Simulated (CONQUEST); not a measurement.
Crystal: CsSnBr3.

```
Cs Sn Br
1.0
     5.83901    0.00000    0.00000
     0.00000    5.83901    0.00000
     0.00000    0.00000    5.83901
Cs Sn Br
1 1 3
Direct
  0.00000 0.00000 0.00000
  0.50000 0.50000 0.50000
  0.50000 0.50000 0.00000
  0.00000 0.50000 0.50000
  0.50000 0.00000 0.50000
```

The cell is a database's computed one.

Base run:

- Program: CONQUEST 1.3
- Functional: PBE
- Potentials or basis: PseudoDojo NC PBE, DZP, grid cutoff 120 Ha
- k mesh: 5 × 5 × 5
- Occupations: fermi-dirac, width 0.05 eV
- Spin: no spin polarisation

Its results: band gap on the k mesh 1.92 eV, direct; pressure 0.7 GPa.

Q: The run is repeated on the same cell with these changes: potentials or basis from PseudoDojo NC PBE, DZP, grid cutoff 120 Ha to PseudoDojo NC PBE, SZ, grid cutoff 120 Ha. What comes out?

A: Band gap on the k mesh 1.99 eV, direct; pressure 2.2 GPa.

Caveats: spin-orbit coupling is left out, which moves the levels of the heavy elements; an odd mesh through Γ misses points on the zone boundary, where band edges often lie; the basis of atomic orbitals isn't converged, which shifts pressures, moduli and gaps; the atomic basis is small (some runs).
